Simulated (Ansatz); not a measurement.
# Sn: pressure against volume, part 2 of 2

How stiff is Sn, and at what volume does the pressure vanish? The cell is scaled evenly, atoms carried along, and solved with LAPW, PAW and all-electron datasets made for the crystal.

Ansatz 0.2.0; DFT LDA; a database cell (COD). «Crystal datasets» are all-electron PAW datasets made for this crystal. Earlier steps stand in the parts before.

## (8) Volume × 1.02, LAPW

input.yaml reads:

```yaml
crystal:
  lattice:
    - [0.0, 3.2670946662, 3.2670946662]
    - [3.2670946662, 0.0, 3.2670946662]
    - [3.2670946662, 3.2670946662, 0.0]
  atoms:
    - { symbol: Sn, position: [0.5, 0.5, 0.5] }
    - { symbol: Sn, position: [0.75, 0.75, 0.75] }
kpoints:
  mp_grid: { grid: [9, 9, 9] }
  band_path:
    path:
      - [0.0, 0.0, 0.0]
      - [0.5, 0.0, 0.5]
      - [0.625, 0.25, 0.625]
      - [0.375, 0.375, 0.75]
      - [0.0, 0.0, 0.0]
      - [0.5, 0.5, 0.5]
      - [0.5, 0.25, 0.75]
      - [0.5, 0.0, 0.5]
    npoints: 5
scf:
  occupations: { method: fermi_dirac, width: 0.03 }
hamiltonian:
  xc: lda
  pseudopotentials: { kind: all_electron, lapw: { basis_error: 0.00025 } }
output:
  forces: true
  stress: true
  eigenvalues: true
```

Command:

```bash
ansatz run input.yaml --threads 1 --pin off --max-ram 3072MiB --backend cpu --events-out ev --progress --plain --runs-dir out
```

Output, shortened:

```text
LAPW: plane waves up to 8.721 Å⁻¹, error target 2.5e-4 eV per atom; small_component_spin mean_spin; Sn in spheres of 1.415 Å, 22 of its electrons in bands, Dirac shells []
[...]
Pseudopotentials: kind: all_electron
Pseudopotential: Sn, LAPW, valence charge 22, Koelling and Harmon's equation, gaussian nucleus
Functional definition: SPW92
[...]
Crystal: 2 atoms, lattice volume = 69.745 Å³
Basis set: ecut = 289.79922159820205 eV, 749 PW (Γ), exchange–correlation at level 2
Bands: 27, of which v1, the nominal top of the filled ones, is band 22 counted from 1 (21 counted from 0)
Symmetry: 48 space group operations
Space group: Fd-3m (ITA 227), of the structure as read, at distance tolerance 4.1e-5 Å
k-points: 35 of 729
[...]
SCF iter   1: F=—  HF=-335889.903347 eV  |F-HF|=—  |Δ(HF+E_count)|=         —  Δρ=1.79e-2  dr2=2.92e-1  ethr=6.57e-4  ⟨swp⟩=2.7  Hψ=6088  notcnv=0
[...]
the basis was enlarged: its passes take 199.4 KiB over the memory plan, 1 of 1 planned eigensolver slots
[...]
SCF iter   6: F=-335889.799191 eV  HF=-335889.799191 eV  |F-HF|=2.74e-9  |Δ(HF+E_count)|=   2.08e-7  Δρ=2.66e-6  dr2=3.67e-9  ethr=1.02e-9  ⟨swp⟩=2.1  Hψ=2630  notcnv=0
[...]
NSCF: frozen V_eff on 36 k-points
SCF converged after 6 iterations
Free energy (F): -335889.799191 eV
[...]
E sigma→0 (E₀):  -335889.798495 eV
Entropy (-TS):   -0.001391 eV (-0.696 meV/atom)
Fermi energy:    9.438906 eV
[...]
--- Forces (eV/Å), atoms counted from 1 ---
  atom   1  Sn     0.00000000     0.00000000     0.00000000
  atom   2  Sn     0.00000000     0.00000000     0.00000000
[...]
--- Stress (GPa, compression-positive) ---
       -1.151527      -0.000000       0.000000
       -0.000000      -1.151527       0.000000
        0.000000       0.000000      -1.151527
  P = ⅓ Tr σ = -1.1515 GPa (-11.515 kbar)
--- Band table (eV; the first three rows and the last of 35) ---
[...]
```

It took 23 s on 1 thread of Arm Neoverse V1, shared host; peak memory 0.36 GiB.

This run gives: pressure -1.15 GPa; no gap.

## (9) Volume × 1.02, PAW

input.yaml reads:

```yaml
crystal:
  lattice:
    - [0.0, 3.2670946662, 3.2670946662]
    - [3.2670946662, 0.0, 3.2670946662]
    - [3.2670946662, 3.2670946662, 0.0]
  atoms:
    - { symbol: Sn, position: [0.5, 0.5, 0.5] }
    - { symbol: Sn, position: [0.75, 0.75, 0.75] }
kpoints:
  mp_grid: { grid: [9, 9, 9] }
scf:
  occupations: { method: fermi_dirac, width: 0.03 }
hamiltonian:
  xc: lda
  pseudopotentials: { kind: paw }
output:
  forces: true
  stress: true
  eigenvalues: true
  efg: { contact_densities: true }
  write_density: true
  write_potential: true
  elf: true
  volumetric_format: npy
```

Command:

```bash
ansatz run input.yaml --threads 1 --pin off --max-ram 3072MiB --backend cpu --events-out ev --progress --plain --runs-dir out
```

Output, shortened:

```text
Sn: output.efg is read without spin–orbit coupling, which moves field gradients at and beside such atoms by some per cent and up to a factor of two; PAW files take it under magnetization.noncollinear and magnetization.spin_orbit
[...]
[... 3 set-up lines as earlier in the session ...]
[...]
Crystal: 2 atoms, lattice volume = 69.745 Å³
Basis set: ecut = 420 eV, 1363 PW (Γ)
Bands: 18, of which v1, the nominal top of the filled ones, is band 14 counted from 1 (13 counted from 0)
[... 2 set-up lines as earlier in the session ...]
k-points: 35 of 729
[...]
SCF iter   1: F=—  HF=-11759.022583 eV  |F-HF|=—  |Δ(HF+E_count)|=         —  Δρ=5.99e-3  dr2=1.13e-2  ethr=1.77e-3  ⟨swp⟩=6.1  Hψ=3503  notcnv=0
[...]
  atom   1  Sn     0.00000000     0.00000000     0.00000000
  atom   2  Sn     0.00000000     0.00000000     0.00000000
[...]
--- Stress (GPa, compression-positive) ---
       -1.154211       0.000000       0.000000
        0.000000      -1.154211       0.000000
        0.000000      -0.000000      -1.154211
  P = ⅓ Tr σ = -1.1542 GPa (-11.542 kbar)
--- PAW observables at the nuclei: V_zz in 10²¹ V/m², potentials from the cell's mean, atoms counted from 1 ---
  atom   1  Sn V_zz =    +0.000000   η = 0.0000   by run symmetry: forbidden
            electrostatic potential = -8170.328753 V   contact ρ = 1231454.050368 e/Å³
  atom   2  Sn V_zz =    +0.000000   η = 0.0000   by run symmetry: forbidden
            electrostatic potential = -8170.328753 V   contact ρ = 1231454.050368 e/Å³
--- Band table (eV; the first three rows and the last of 35) ---
  k-point 0: bands = ["-14.3249", "-14.3249", "-14.3249", "-14.2661", "-14.2661", "-13.9709", "-13.9709", "-13.9709", "-13.9635", "-13.9635", "-3.2915", "6.2451", "7.3269", "7.3269", "7.3269", "9.3872", "9.3872", "9.3872"]
[...]
```

Wall time 4.4 s (1 thread of Arm Neoverse V1, shared host); peak memory 0.37 GiB.

Result: pressure -1.15 GPa; no gap.

## (10) Volume × 1.02, crystal datasets

input.yaml: that of step 9 with these lines changed.

```diff
@@ -14,3 +14,3 @@
   xc: lda
-  pseudopotentials: { kind: paw }
+  pseudopotentials: { kind: all_electron, datasets: crystal }
 output:
@@ -20,5 +20 @@
   efg: { contact_densities: true }
-  write_density: true
-  write_potential: true
-  elf: true
-  volumetric_format: npy
```

Command:

```bash
ansatz run input.yaml --threads 1 --pin off --max-ram 3072MiB --backend cpu --events-out ev --progress --plain --runs-dir out
```

Output, shortened:

```text
[...]
band count auto-derived: 19 (N_el = 28.0; filled up to band 14; 18 by the electrons, moments and atoms)
Sn: output.efg is read without spin–orbit coupling, which moves field gradients at and beside such atoms by some per cent and up to a factor of two; PAW files take it under magnetization.noncollinear and magnetization.spin_orbit
[...]
[... 3 set-up lines as earlier in the session ...]
[...]
Crystal: 2 atoms, lattice volume = 69.745 Å³
Basis set: ecut = 240 eV, 609 PW (Γ)
Bands: 19, of which v1, the nominal top of the filled ones, is band 14 counted from 1 (13 counted from 0)
[... 2 set-up lines as earlier in the session ...]
k-points: 35 of 729
[...]
  atom   1  Sn     0.00000000    -0.00000000    -0.00000000
  atom   2  Sn     0.00000000     0.00000000     0.00000000
[...]
--- Stress (GPa, compression-positive) ---
       -1.151084      -0.000000      -0.000000
       -0.000000      -1.151084      -0.000000
       -0.000000       0.000000      -1.151084
  P = ⅓ Tr σ = -1.1511 GPa (-11.511 kbar)
--- PAW observables at the nuclei: V_zz in 10²¹ V/m², potentials from the cell's mean, atoms counted from 1 ---
  atom   1  Sn V_zz =    +0.000000   η = 0.0000   by run symmetry: forbidden
            electrostatic potential = -8166.311363 V   contact ρ = 1231336.521273 e/Å³
  atom   2  Sn V_zz =    -0.000000   η = 0.0000   by run symmetry: forbidden
            electrostatic potential = -8166.311363 V   contact ρ = 1231336.521273 e/Å³
--- Band table (eV; the first three rows and the last of 35) ---
  k-point 0: bands = ["-12.0097", "-12.0097", "-12.0097", "-11.9506", "-11.9506", "-11.6549", "-11.6549", "-11.6549", "-11.6472", "-11.6472", "-0.9914", "8.5469", "9.6277", "9.6277", "9.6277", "11.6876", "11.6876"]
[...]
```

Wall time 5.6 s (1 thread of Arm Neoverse V1, shared host); peak memory 0.34 GiB.

This run gives: pressure -1.15 GPa; no gap.

## (11) Volume × 1.06, LAPW

input.yaml reads:

```yaml
crystal:
  lattice:
    - [0.0, 3.3092553764, 3.3092553764]
    - [3.3092553764, 0.0, 3.3092553764]
    - [3.3092553764, 3.3092553764, 0.0]
  atoms:
    - { symbol: Sn, position: [0.5, 0.5, 0.5] }
    - { symbol: Sn, position: [0.75, 0.75, 0.75] }
kpoints:
  mp_grid: { grid: [9, 9, 9] }
  band_path:
    path:
      - [0.0, 0.0, 0.0]
      - [0.5, 0.0, 0.5]
      - [0.625, 0.25, 0.625]
      - [0.375, 0.375, 0.75]
      - [0.0, 0.0, 0.0]
      - [0.5, 0.5, 0.5]
      - [0.5, 0.25, 0.75]
      - [0.5, 0.0, 0.5]
    npoints: 5
scf:
  occupations: { method: fermi_dirac, width: 0.03 }
hamiltonian:
  xc: lda
  pseudopotentials: { kind: all_electron, lapw: { basis_error: 0.00025 } }
output:
  forces: true
  stress: true
  eigenvalues: true
```

Command:

```bash
ansatz run input.yaml --threads 1 --pin off --max-ram 3072MiB --backend cpu --events-out ev --progress --plain --runs-dir out
```

Output, shortened:

```text
LAPW: plane waves up to 8.588 Å⁻¹, error target 2.5e-4 eV per atom; small_component_spin mean_spin; Sn in spheres of 1.433 Å, 22 of its electrons in bands, Dirac shells []
[...]
[... 3 set-up lines as earlier in the session ...]
[...]
Crystal: 2 atoms, lattice volume = 72.480 Å³
Basis set: ecut = 280.9840402719458 eV, 749 PW (Γ), exchange–correlation at level 2
Bands: 27, of which v1, the nominal top of the filled ones, is band 22 counted from 1 (21 counted from 0)
[... 1 set-up line as earlier in the session ...]
Space group: Fd-3m (ITA 227), of the structure as read, at distance tolerance 4.2e-5 Å
k-points: 35 of 729
[...]
SCF iter   1: F=—  HF=-335889.862905 eV  |F-HF|=—  |Δ(HF+E_count)|=         —  Δρ=1.69e-2  dr2=2.71e-1  ethr=6.12e-4  ⟨swp⟩=2.9  Hψ=6093  notcnv=0
[...]
the basis was enlarged: its passes take 199.4 KiB over the memory plan, 1 of 1 planned eigensolver slots
[...]
SCF iter   6: F=-335889.767547 eV  HF=-335889.767547 eV  |F-HF|=2.15e-9  |Δ(HF+E_count)|=   1.87e-7  Δρ=2.48e-6  dr2=3.36e-9  ethr=7.99e-10  ⟨swp⟩=2.1  Hψ=2631  notcnv=0
[...]
NSCF: frozen V_eff on 36 k-points
SCF converged after 6 iterations
Free energy (F): -335889.767547 eV
[...]
E sigma→0 (E₀):  -335889.766726 eV
Entropy (-TS):   -0.001642 eV (-0.821 meV/atom)
Fermi energy:    8.879541 eV
[...]
--- Forces (eV/Å), atoms counted from 1 ---
  atom   1  Sn     0.00000000    -0.00000000     0.00000000
  atom   2  Sn     0.00000000    -0.00000000    -0.00000000
[...]
--- Stress (GPa, compression-positive) ---
       -2.501635       0.000000      -0.000000
        0.000000      -2.501635       0.000000
       -0.000000       0.000000      -2.501635
  P = ⅓ Tr σ = -2.5016 GPa (-25.016 kbar)
--- Band table (eV; the first three rows and the last of 35) ---
[...]
```

Run time: 23 s. Hardware: 1 thread of Arm Neoverse V1, shared host; peak memory 0.36 GiB.

Read from it: pressure -2.50 GPa; no gap.

## (12) Volume × 1.06, PAW

input.yaml reads:

```yaml
crystal:
  lattice:
    - [0.0, 3.3092553764, 3.3092553764]
    - [3.3092553764, 0.0, 3.3092553764]
    - [3.3092553764, 3.3092553764, 0.0]
  atoms:
    - { symbol: Sn, position: [0.5, 0.5, 0.5] }
    - { symbol: Sn, position: [0.75, 0.75, 0.75] }
kpoints:
  mp_grid: { grid: [9, 9, 9] }
scf:
  occupations: { method: fermi_dirac, width: 0.03 }
hamiltonian:
  xc: lda
  pseudopotentials: { kind: paw }
output:
  forces: true
  stress: true
  eigenvalues: true
  efg: { contact_densities: true }
```

Command:

```bash
ansatz run input.yaml --threads 1 --pin off --max-ram 3072MiB --backend cpu --events-out ev --progress --plain --runs-dir out
```

Output, shortened:

```text
Sn: output.efg is read without spin–orbit coupling, which moves field gradients at and beside such atoms by some per cent and up to a factor of two; PAW files take it under magnetization.noncollinear and magnetization.spin_orbit
[...]
[... 3 set-up lines as earlier in the session ...]
[...]
Crystal: 2 atoms, lattice volume = 72.480 Å³
Basis set: ecut = 420 eV, 1411 PW (Γ)
Bands: 18, of which v1, the nominal top of the filled ones, is band 14 counted from 1 (13 counted from 0)
[... 2 set-up lines as earlier in the session ...]
k-points: 35 of 729
[...]
SCF iter   1: F=—  HF=-11758.991223 eV  |F-HF|=—  |Δ(HF+E_count)|=         —  Δρ=5.87e-3  dr2=1.18e-2  ethr=1.77e-3  ⟨swp⟩=6.1  Hψ=3468  notcnv=0
[...]
  atom   1  Sn    -0.00000000    -0.00000000    -0.00000000
  atom   2  Sn    -0.00000000     0.00000000    -0.00000000
[...]
--- Stress (GPa, compression-positive) ---
       -2.504291       0.000000       0.000000
        0.000000      -2.504291      -0.000000
       -0.000000      -0.000000      -2.504291
  P = ⅓ Tr σ = -2.5043 GPa (-25.043 kbar)
--- PAW observables at the nuclei: V_zz in 10²¹ V/m², potentials from the cell's mean, atoms counted from 1 ---
  atom   1  Sn V_zz =    +0.000000   η = 0.0000   by run symmetry: forbidden
            electrostatic potential = -8169.795961 V   contact ρ = 1231458.235411 e/Å³
  atom   2  Sn V_zz =    +0.000000   η = 0.0000   by run symmetry: forbidden
            electrostatic potential = -8169.795961 V   contact ρ = 1231458.235411 e/Å³
--- Band table (eV; the first three rows and the last of 35) ---
  k-point 0: bands = ["-14.7244", "-14.7244", "-14.7244", "-14.6707", "-14.6707", "-14.4045", "-14.4045", "-14.4045", "-14.4007", "-14.4007", "-3.5145", "5.5195", "6.8597", "6.8597", "6.8597", "8.9108", "8.9108", "8.9108"]
[...]
```

Run time: 4 s. Hardware: 1 thread of Arm Neoverse V1, shared host; peak memory 0.35 GiB.

In short: pressure -2.50 GPa; no gap.

## (13) Volume × 1.06, crystal datasets

input.yaml: that of step 12 with these lines changed.

```diff
@@ -14,3 +14,3 @@
   xc: lda
-  pseudopotentials: { kind: paw }
+  pseudopotentials: { kind: all_electron, datasets: crystal }
 output:
```

Command:

```bash
ansatz run input.yaml --threads 1 --pin off --max-ram 3072MiB --backend cpu --events-out ev --progress --plain --runs-dir out
```

Output, shortened:

```text
[...]
band count auto-derived: 19 (N_el = 28.0; filled up to band 14; 18 by the electrons, moments and atoms)
Sn: output.efg is read without spin–orbit coupling, which moves field gradients at and beside such atoms by some per cent and up to a factor of two; PAW files take it under magnetization.noncollinear and magnetization.spin_orbit
[...]
[... 3 set-up lines as earlier in the session ...]
[...]
Crystal: 2 atoms, lattice volume = 72.480 Å³
Basis set: ecut = 240 eV, 609 PW (Γ)
Bands: 19, of which v1, the nominal top of the filled ones, is band 14 counted from 1 (13 counted from 0)
[... 2 set-up lines as earlier in the session ...]
k-points: 35 of 729
[...]
  atom   1  Sn     0.00000000     0.00000000    -0.00000000
  atom   2  Sn     0.00000000     0.00000000    -0.00000000
[...]
--- Stress (GPa, compression-positive) ---
       -2.501557      -0.000000       0.000000
        0.000000      -2.501557      -0.000000
        0.000000       0.000000      -2.501557
  P = ⅓ Tr σ = -2.5016 GPa (-25.016 kbar)
--- PAW observables at the nuclei: V_zz in 10²¹ V/m², potentials from the cell's mean, atoms counted from 1 ---
  atom   1  Sn V_zz =    -0.000000   η = 0.0000   by run symmetry: forbidden
            electrostatic potential = -8165.785078 V   contact ρ = 1231340.711749 e/Å³
  atom   2  Sn V_zz =    -0.000000   η = 0.0000   by run symmetry: forbidden
            electrostatic potential = -8165.785078 V   contact ρ = 1231340.711749 e/Å³
--- Band table (eV; the first three rows and the last of 35) ---
  k-point 0: bands = ["-12.4962", "-12.4962", "-12.4962", "-12.4421", "-12.4421", "-12.1755", "-12.1755", "-12.1755", "-12.1714", "-12.1714", "-1.3018", "7.7339", "9.0731", "9.0731", "9.0731", "11.1241", "11.1241"]
[...]
```

Run time: 5.7 s. Hardware: 1 thread of Arm Neoverse V1, shared host; peak memory 0.34 GiB.

Read from it: pressure -2.50 GPa; no gap.

## (14) The equation of state

| method | volume (Å³/atom) | F above the lowest (meV/atom) | pressure (GPa) |
| --- | --- | --- | --- |
| LAPW | 32.821 | 5.2 | 1.58 |
| LAPW | 33.847 | 0.0 | 0.09 |
| LAPW | 34.873 | 3.5 | -1.15 |
| LAPW | 36.240 | 19.4 | -2.50 |
| PAW | 32.821 | 5.1 | 1.57 |
| PAW | 33.847 | 0.0 | 0.08 |
| PAW | 34.873 | 3.5 | -1.15 |
| PAW | 36.240 | 19.4 | -2.50 |
| crystal datasets | 32.821 | – | 1.58 |
| crystal datasets | 33.847 | – | 0.09 |
| crystal datasets | 34.873 | – | -1.15 |
| crystal datasets | 36.240 | – | -2.50 |

## (15) Results

What follows sums up all 2 parts.

```
                                  quantity           value
                 equilibrium volume (LAPW)  33.914 Å³/atom
                       bulk modulus (LAPW)          44 GPa
            its pressure derivative (LAPW)             4.9
                  equilibrium volume (PAW)  33.912 Å³/atom
                        bulk modulus (PAW)          44 GPa
             its pressure derivative (PAW)             4.9
     equilibrium volume (crystal datasets)  33.915 Å³/atom
           bulk modulus (crystal datasets)          44 GPa
its pressure derivative (crystal datasets)             4.9
```

**Reading.** A third-order Birch-Murnaghan fit to the LAPW pressures puts zero pressure at 33.91 Å³/atom, -0.8 % from the given cell, with a bulk modulus of 44 GPa. PAW's volume lies less than 0.01 % and its modulus less than 0.1 % from LAPW's. No thermal or zero-point expansion is included.
